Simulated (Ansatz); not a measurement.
The calculation used DFT PBE, scalar-relativistic, plane waves, PAW in Ansatz 0.2.0. Settings: cutoff 420 eV, Γ-centred meshes spaced at most about 0.3 Å⁻¹, and about 0.25 Å⁻¹ or finer for metals (2π included), Gaussian smearing. No spin polarisation in the final relaxations.

Temperature and zero-point effects are left out.

Two relaxed structures of Cd3Te:

A.

Space group Pm-3m (No. 221). a = 4.693 Å, b = 4.693 Å, c = 4.693 Å, α = 90.00°, β = 90.00°, γ = 90.00°
```
atom  site  symmetry       x       y       z
  Cd    3c    4/mm.m  0.5000  0.5000  0.0000
  Te    1a      m-3m  0.0000  0.0000  0.0000
```

B.

Space group Im-3m (No. 229). a = 6.148 Å, b = 6.148 Å, c = 6.148 Å, α = 90.00°, β = 90.00°, γ = 90.00°
```tsv
atom	site	symmetry	x	y	z
Cd	6b	4/mm.m	0.5000	0.0000	0.0000
Te	2a	m-3m	0.0000	0.0000	0.0000
```

Task: Which would you expect to be lower, and how large is the difference?

Result: B is lower, by 21 meV/atom. A has the Cu3Au (L1_2) type, space group Pm-3m (No. 221), 25.8 Å³/atom and no gap on its mesh; B has space group Im-3m (No. 229), 29.0 Å³/atom and no gap. Counting Cd atoms around Te (those within 1.25 times the shortest such distance or 1.15 times the sum of covalent radii, 1.27 where that leaves under three), A has Te 12 and B has Te 6. The lower one is the more open, so pressure narrows the difference. Even the lower one lies +0.05 eV/atom against the reference forms of the elements (uncorrected), so neither is stable at this level. In A, Cd is surrounded by 4 Te at 3.32 Å and 8 Cd at 3.32 Å; Te is surrounded by 12 Cd at 3.32 Å. In B, Cd is surrounded by 2 Te at 3.07 Å and 4 Cd at 3.07 Å; Te has 6 Cd at 3.07 Å. Both come from invented guesses.

These runs have no spin–orbit coupling, which can matter for Te. Cells relaxed within their symmetry can be saddle points.

The preference for B is modest and goes against close packing: its atoms occupy an ordered simple cubic lattice, whereas those of A form an ordered face-centred cubic one. B has fewer but shorter Cd–Te contacts, directed along the cubic axes, where Te 5p orbitals can overlap in σ fashion with Cd 5s. This probably outweighs the larger number of longer contacts in A. Even at 3.07 Å, however, the contacts are well beyond a normal tetrahedral Cd–Te bond and should be regarded as weak.

In both structures symmetry ties the Cd–Te and Cd–Cd distances together, so Te cannot draw its neighbours closer without also compressing the Cd framework. Cd also supplies more valence electrons than Te needs to fill its p shell, which fits the absence of a gap. The positive energy relative to the elements agrees with the known chemistry, in which CdTe is the stable compound and excess Cd separates as metal. The ordering therefore ranks two unfavourable arrangements and does not identify the preferred structure at this composition.
